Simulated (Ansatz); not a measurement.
# AlN: field gradients as cell or settings change

Aim: follow the field gradients at the nuclei of AlN through further changes. The cell is a COD entry. Its positions were relaxed in an earlier run. Planned: ions relaxed at fixed cell; a check of ecutwfc with algorithm with beta; functional r2SCAN at the relaxed positions; a check of symmetry with algorithm with beta.

Program: Ansatz 0.2.0. Level of theory: DFT, PBE, plane-wave PAW, default files, scalar-relativistic, as far as a step names no other. These are calculated values, not measurements.

### 1 The starting structure

The structure is cubic, space group Fm-3m (No. 225). The conventional cell has a = 3.956 Å, b = 3.956 Å, c = 3.956 Å, α = 90.00°, β = 90.00°, γ = 90.00°. Around Al (site symmetry m-3m) lie 6 N at 1.98 Å. N (site symmetry m-3m) is surrounded by 6 Al at 1.98 Å.

Structure file:

```cif
data_structure
_symmetry_space_group_name_H-M 'Fm-3m'
_symmetry_Int_Tables_number 225
_cell_length_a 3.9560
_cell_length_b 3.9560
_cell_length_c 3.9560
_cell_angle_alpha 90.000
_cell_angle_beta 90.000
_cell_angle_gamma 90.000
_cell_volume 61.91
loop_
_atom_site_label
_atom_site_type_symbol
_atom_site_symmetry_multiplicity
_atom_site_Wyckoff_symbol
_atom_site_fract_x
_atom_site_fract_y
_atom_site_fract_z
_atom_site_occupancy
Al1 Al 4 a 0.00000 0.00000 0.00000 1
N1 N 4 b 0.50000 0.00000 0.00000 1
```

The earlier run gave: gap on the mesh 5.23 eV, largest force 0.000 eV/Å, pressure 25.6 GPa.

Site by site (atoms counted from 1):

| site | atoms | first shell | V_zz (10²¹ V/m²) | η | C_Q (MHz) |
| --- | --- | --- | --- | --- | --- |
| Al | 1 | 6 N at 1.98 Å | 0.00 | – | 0 (²⁷Al) |
| N | 2 | 6 Al at 1.98 Å | 0.00 | – | 0 (¹⁴N) |

C_Q = eQV_zz/h, which is 24.18 MHz for Q = 1 b and V_zz = 10²¹ V/m²; η = (V_xx − V_yy)/V_zz. Nuclear quadrupole moments: year-2017 set (Pyykkö).

### 2 Ions relaxed at fixed cell

Contents of input.yaml:

```yaml
crystal:
  lattice:
    - [0.0, 1.978, 1.978]
    - [1.978, 0.0, 1.978]
    - [1.978, 1.978, 0.0]
  atoms:
    - { symbol: Al, position: [0.0, 0.0, 0.0] }
    - { symbol: "N", position: [0.5, 0.5, 0.5] }
kpoints:
  mp_grid: { grid: [13, 13, 13] }
scf:
  occupations: { method: fermi_dirac, width: 0.02 }
hamiltonian:
  xc: pbe
  pseudopotentials: { kind: paw }
output:
  forces: true
  stress: true
  populations: true
  efg:
    quadrupole_moments_barn: { Al: 0.1466, "N": 0.02044 }
    contact_densities: true
relax:
  f_tol: 0.02
  max_steps: 60
```

Command:

```bash
$ ansatz run input.yaml --threads 1 --pin off --max-ram 3072MiB --backend cpu --events-out ev --progress --plain --runs-dir out
```

What it wrote (excerpt; [...] marks lines left out):

```text
Warning: output.stress: scf.convergence.dr2_threshold = 1e-7 eV (the SCF's general default) is looser than the 2e-10 eV advised for a printed stress (1e-10 eV for each atom of the cell: 2). What an SCF threshold leaves in a stress goes as its square root, and in the free energy as the [...]
Warning: RAYON_NUM_THREADS=1 ignored (pool sized by the plan → 1); use --threads N
[...]
Pseudopotentials: kind: paw
Pseudopotential: Al, paw, valence charge 3, recommended cutoff 420 eV (normal), Al.paw.azcp
Pseudopotential: N, paw, valence charge 5, recommended cutoff 420 eV (normal), N.paw.azcp
Functional definition: PBE
[...]
Crystal: 2 atoms, lattice volume = 15.478 Å³
Basis set: ecut = 420 eV, 307 PW (Γ), exchange–correlation on 40×40×40 points (8 copies of the dense FFT grid, shifted against one another)
Bands: 8, of which v1, the nominal top of the filled ones, is band 4 counted from 1 (3 counted from 0)
Symmetry: 48 space group operations
Space group: Fm-3m (ITA 225), of the structure as read, at distance tolerance 2.5e-5 Å
k-points: 84 of 2197
[...]
SCF iter   1: F=—  HF=-923.813877 eV  |F-HF|=—  |Δ(HF+E_count)|=         —  Δρ=2.04e-3  dr2=4.50e-4  ethr=1.77e-3  ⟨swp⟩=4.9  Hψ=4744  notcnv=0
[...]
SCF iter   6: F=-923.813920 eV  HF=-923.813920 eV  |F-HF|=6.56e-10  |Δ(HF+E_count)|=   8.25e-8  Δρ=2.93e-6  dr2=3.57e-10  ethr=4.29e-10  ⟨swp⟩=1.2  Hψ=2112  notcnv=0
[...]
relax step   1: F+E_penalty+E_count = -923.81391952 eV  Δ(F+E_penalty+E_count) = +0.000e0 eV  max|allowed force component| = 6.130e-30 eV/Å  Δτ_max = 0.0000 Å  (6 SCF iters, accepted)
NSCF: frozen V_eff on 84 k-points
[...]
SCF converged after 6 iterations
Free energy (F): -923.813920 eV
[...]
E sigma→0 (E₀):  -923.813920 eV
Fermi energy:    14.798636 eV
[...]
--- Forces (eV/Å), atoms counted from 1 ---
  atom   1  Al    -0.00000000     0.00000000    -0.00000000
  atom   2  N      0.00000000    -0.00000000     0.00000000
[...]
--- Stress (GPa, compression-positive) ---
       25.564564      -0.000000       0.000000
       -0.000000      25.564564       0.000000
       -0.000000       0.000000      25.564564
  P = ⅓ Tr σ = 25.5646 GPa (255.646 kbar)
--- PAW observables at the nuclei: V_zz in 10²¹ V/m², potentials from the cell's mean, atoms counted from 1 ---
  atom   1  Al V_zz =    -0.000000   η = 0.0000   by run symmetry: forbidden   C_q = -0.0000 MHz
            electrostatic potential = -1235.493190 V   contact ρ = 10078.953403 e/Å³
  atom   2  N  V_zz =    -0.000000   η = 0.0000   by run symmetry: forbidden   C_q = -0.0000 MHz
            electrostatic potential = -521.635412 V   contact ρ = 1412.164349 e/Å³
--- Band table (eV; the first three rows and the last of 84) ---
  k-point 0: bands = ["-5.9526", "12.1917", "12.1917", "12.1917", "18.8288", "24.5080", "24.5080", "24.5080"]
[...]
--- Relaxed structure (1 steps of the walk, 1 accepted, 0 SCFs on fresh bases) ---
  F+E_penalty+E_count = -923.81391952 eV   max|allowed force component| = 6.130e-30 eV/Å
  atoms:
    - { symbol: Al, position: [0.0, 0.0, 0.0] }
    - { symbol: N, position: [0.5, 0.5, 0.5] }
--- Löwdin populations: 2 sites ---
  site symbol       q [e]
     0     Al      1.8834
     1      N      6.0371
  spilling = 0.009938 (of n_electrons = 8.000000)
```

Wall time 1.6 s (1 thread of Intel Xeon Platinum 8488C (Sapphire Rapids), shared host); peak memory 0.36 GiB.

No atom moved: the forces were under the tolerance from the start.

State: gap on the mesh 5.23 eV, largest force 0.000 eV/Å, pressure 25.6 GPa.

What changed since step 1 (V_zz in 10²¹ V/m²):

```
site  atoms  V_zz, PBE  V_zz, PBE relaxed  η, PBE  η, PBE relaxed
  Al      1       0.00               0.00       –               –
   N      2       0.00               0.00       –               –
```

Like atoms gathered into sites:

| site | atoms | first shell | V_zz (10²¹ V/m²) | η | C_Q (MHz) |
| --- | --- | --- | --- | --- | --- |
| Al | 1 | 6 N at 1.98 Å | 0.00 | – | 0 (²⁷Al) |
| N | 2 | 6 Al at 1.98 Å | 0.00 | – | 0 (¹⁴N) |

### 3 Settings changed: basis.ecutwfc = 700 eV, scf.mixing.algorithm = broyden, scf.mixing.beta = 0.3

Changes to input.yaml since step 2:

```diff
@@ -12,2 +12,3 @@
   occupations: { method: fermi_dirac, width: 0.02 }
+  mixing: { algorithm: broyden, beta: 0.3 }
 hamiltonian:
@@ -22,4 +23,3 @@
     contact_densities: true
-relax:
-  f_tol: 0.02
-  max_steps: 60
+basis:
+  ecutwfc: "700 eV"
```

Command:

```bash
$ ansatz run input.yaml --threads 1 --pin off --max-ram 3072MiB --backend cpu --events-out ev --progress --plain --runs-dir out
```

What it wrote (excerpt; [...] marks lines left out):

```text
Warning: RAYON_NUM_THREADS=1 ignored (pool sized by the plan → 1); use --threads N
[...]
[... 4 set-up lines as earlier in the session ...]
[...]
Crystal: 2 atoms, lattice volume = 15.478 Å³
Basis set: ecut = 700 eV, 645 PW (Γ), exchange–correlation on 50×50×50 points (8 copies of the dense FFT grid, shifted against one another)
Bands: 8, of which v1, the nominal top of the filled ones, is band 4 counted from 1 (3 counted from 0)
[... 2 set-up lines as earlier in the session ...]
k-points: 84 of 2197
[...]
SCF iter   1: F=—  HF=-923.818795 eV  |F-HF|=—  |Δ(HF+E_count)|=         —  Δρ=2.07e-3  dr2=4.31e-4  ethr=1.77e-3  ⟨swp⟩=4.9  Hψ=4817  notcnv=0
[...]
  atom   2  N      0.00000000    -0.00000000    -0.00000000
[...]
--- Stress (GPa, compression-positive) ---
       25.538306      -0.000000      -0.000000
       -0.000000      25.538306       0.000000
       -0.000000      -0.000000      25.538306
  P = ⅓ Tr σ = 25.5383 GPa (255.383 kbar)
--- PAW observables at the nuclei: V_zz in 10²¹ V/m², potentials from the cell's mean, atoms counted from 1 ---
  atom   1  Al V_zz =    -0.000000   η = 0.0000   by run symmetry: forbidden   C_q = -0.0000 MHz
            electrostatic potential = -1235.494400 V   contact ρ = 10078.951298 e/Å³
  atom   2  N  V_zz =    +0.000000   η = 0.0000   by run symmetry: forbidden   C_q = +0.0000 MHz
            electrostatic potential = -521.643328 V   contact ρ = 1412.158358 e/Å³
--- Band table (eV; the first three rows and the last of 84) ---
  k-point 0: bands = ["-5.9522", "12.1913", "12.1913", "12.1913", "18.8304", "24.5081", "24.5081", "24.5081"]
[...]
--- Löwdin populations: 2 sites ---
  site symbol       q [e]
     0     Al      1.8839
     1      N      6.0363
  spilling = 0.009967 (of n_electrons = 8.000000)
```

It took 2 s on 1 thread of Intel Xeon Platinum 8488C (Sapphire Rapids), shared host; peak memory 0.35 GiB.

At the end: gap on the mesh 5.23 eV, largest force 0.000 eV/Å, pressure 25.5 GPa.

What changed since step 2 (V_zz in 10²¹ V/m²):

```
site  atoms  V_zz, PBE relaxed  V_zz, new settings  η, PBE relaxed  η, new settings
  Al      1               0.00                0.00               –                –
   N      2               0.00                0.00               –                –
```

No site has a gradient above 0.15 × 10²¹ V/m² in either run. The free energy moved by -2.4 meV/atom.

### 4 Functional r2SCAN at the relaxed positions

Changes to input.yaml since step 3:

```diff
@@ -12,5 +12,4 @@
   occupations: { method: fermi_dirac, width: 0.02 }
-  mixing: { algorithm: broyden, beta: 0.3 }
 hamiltonian:
-  xc: pbe
+  xc: r2scan
   pseudopotentials: { kind: paw }
@@ -23,3 +22 @@
     contact_densities: true
-basis:
-  ecutwfc: "700 eV"
```

Command:

```bash
$ ansatz run input.yaml --threads 1 --pin off --max-ram 3072MiB --backend cpu --events-out ev --progress --plain --runs-dir out
```

What it wrote (excerpt; [...] marks lines left out):

```text
Warning: RAYON_NUM_THREADS=1 ignored (pool sized by the plan → 1); use --threads N
[...]
[... 1 set-up line as earlier in the session ...]
Pseudopotential: Al, paw, valence charge 3, recommended cutoff 500 eV (meta_gga), Al.paw.azcp
Pseudopotential: N, paw, valence charge 5, recommended cutoff 500 eV (meta_gga), N.paw.azcp
Functional definition: r2SCAN
[...]
Crystal: 2 atoms, lattice volume = 15.478 Å³
Basis set: ecut = 500 eV, 411 PW (Γ), exchange–correlation on 96×96×96 points (64 copies of the dense FFT grid, shifted against one another)
Bands: 8, of which v1, the nominal top of the filled ones, is band 4 counted from 1 (3 counted from 0)
[... 2 set-up lines as earlier in the session ...]
k-points: 84 of 2197
[...]
  atom   2  N      0.00000000    -0.00000000     0.00000000
[...]
--- Stress (GPa, compression-positive) ---
       19.090479       0.000000       0.000000
        0.000000      19.090479      -0.000000
        0.000000      -0.000000      19.090479
  P = ⅓ Tr σ = 19.0905 GPa (190.905 kbar)
--- PAW observables at the nuclei: V_zz in 10²¹ V/m², potentials from the cell's mean, atoms counted from 1 ---
  atom   1  Al V_zz =    +0.000000   η = 0.0000   by run symmetry: forbidden   C_q = +0.0000 MHz
            electrostatic potential = -1234.906771 V   contact ρ = 10061.085233 e/Å³
  atom   2  N  V_zz =    +0.000000   η = 0.0000   by run symmetry: forbidden   C_q = +0.0000 MHz
            electrostatic potential = -521.639123 V   contact ρ = 1408.530009 e/Å³
--- Band table (eV; the first three rows and the last of 84) ---
  k-point 0: bands = ["-7.0144", "11.9912", "11.9912", "11.9912", "19.4692", "25.1314", "25.1314", "25.1314"]
[...]
--- Löwdin populations: 2 sites ---
  site symbol       q [e]
     0     Al      1.8276
     1      N      6.0874
  spilling = 0.010624 (of n_electrons = 8.000000)
```

Wall time 2.9 s (1 thread of Intel Xeon Platinum 8488C (Sapphire Rapids), shared host); peak memory 0.39 GiB.

At the end: gap on the mesh 5.96 eV, largest force 0.000 eV/Å, pressure 19.1 GPa.

Beside the values of step 2 (V_zz in 10²¹ V/m²):

```
site  atoms  V_zz, PBE relaxed  V_zz, r2SCAN  η, PBE relaxed  η, r2SCAN
  Al      1               0.00          0.00               –          –
   N      2               0.00          0.00               –          –
```

### 5 Trying other settings (crystal.symmetry = detect: false, scf.mixing.algorithm = anderson, scf.mixing.beta = 0.1)

Changes to input.yaml since step 4:

```diff
@@ -8,2 +8,3 @@
     - { symbol: "N", position: [0.5, 0.5, 0.5] }
+  symmetry: { detect: false }
 kpoints:
@@ -12,4 +13,5 @@
   occupations: { method: fermi_dirac, width: 0.02 }
+  mixing: { algorithm: anderson, beta: 0.1 }
 hamiltonian:
-  xc: r2scan
+  xc: pbe
   pseudopotentials: { kind: paw }
```

Command:

```bash
$ ansatz run input.yaml --threads 1 --pin off --max-ram 3072MiB --backend cpu --events-out ev --progress --plain --runs-dir out
```

What it wrote (excerpt; [...] marks lines left out):

```text
Warning: RAYON_NUM_THREADS=1 ignored (pool sized by the plan → 1); use --threads N
[...]
[... 4 set-up lines as earlier in the session ...]
[...]
Crystal: 2 atoms, lattice volume = 15.478 Å³
Basis set: ecut = 420 eV, 307 PW (Γ), exchange–correlation on 40×40×40 points (8 copies of the dense FFT grid, shifted against one another)
Bands: 8, of which v1, the nominal top of the filled ones, is band 4 counted from 1 (3 counted from 0)
Symmetry: 1 space group operations
k-points: 1099 of 2197 (time reversal used)
[...]
SCF iter   1: F=—  HF=-923.813885 eV  |F-HF|=—  |Δ(HF+E_count)|=         —  Δρ=2.04e-3  dr2=4.51e-4  ethr=1.77e-3  ⟨swp⟩=4.9  Hψ=62611  notcnv=0
[...]
  atom   2  N      0.00000000     0.00000006     0.00000000
[...]
--- Stress (GPa, compression-positive) ---
       25.567149      -0.000000      -0.000000
       -0.000000      25.567149      -0.000002
       -0.000000      -0.000002      25.567151
  P = ⅓ Tr σ = 25.5671 GPa (255.671 kbar)
--- PAW observables at the nuclei: V_zz in 10²¹ V/m², potentials from the cell's mean, atoms counted from 1 ---
  atom   1  Al V_zz =    +0.000000   η = 0.6058   by run symmetry: not_imposed   C_q = +0.0000 MHz
            electrostatic potential = -1235.493466 V   contact ρ = 10078.953668 e/Å³
  atom   2  N  V_zz =    +0.000000   η = 0.4013   by run symmetry: not_imposed   C_q = +0.0000 MHz
            electrostatic potential = -521.634191 V   contact ρ = 1412.164015 e/Å³
--- Band table (eV; the first three rows and the last of 1099) ---
  k-point 0: bands = ["-5.9525", "12.1919", "12.1919", "12.1919", "18.8290", "24.5081", "24.5081", "24.5081"]
[...]
--- Löwdin populations: 2 sites ---
  site symbol       q [e]
     0     Al      1.8835
     1      N      6.0370
  spilling = 0.009939 (of n_electrons = 8.000000)
```

Run time: 13 s. Hardware: 1 thread of Intel Xeon Platinum 8488C (Sapphire Rapids), shared host; peak memory 0.53 GiB.

At the end: gap on the mesh 5.23 eV, largest force 0.000 eV/Å, pressure 25.6 GPa.

Against step 2 (V_zz in 10²¹ V/m²):

```
site  atoms  V_zz, PBE relaxed  V_zz, new settings  η, PBE relaxed  η, new settings
  Al      1               0.00               <0.01               –                –
   N      2               0.00               <0.01               –                –
```

No site has a gradient above 0.15 × 10²¹ V/m² in either run. The free energy stayed within 0.1 meV/atom.

### 6 Results

| quantity | value |
| --- | --- |
| state (step 2) | gap on the mesh 5.23 eV, largest force 0.000 eV/Å, pressure 25.6 GPa |
| V_zz by site, step 2 (10²¹ V/m²) | all zero by symmetry |
| contact density, step 2 (a₀⁻³) | Al 1493.5, N 209.3 |
| step 3 (basis.ecutwfc = 700 eV, scf.mixing.algorithm = broyden, scf.mixing.beta = 0.3) against step 2 | no sizeable gradients |
| step 5 (crystal.symmetry = detect: false, scf.mixing.algorithm = anderson, scf.mixing.beta = 0.1) against step 2 | no sizeable gradients |

All gradients vanish by symmetry in step 2. At this cell the PBE pressure is 26 GPa, so with PBE the cell would grow if it were relaxed.

These are semilocal Kohn-Sham gaps, which aren't the measured quantity. Such gaps usually fall short of the measured ones.
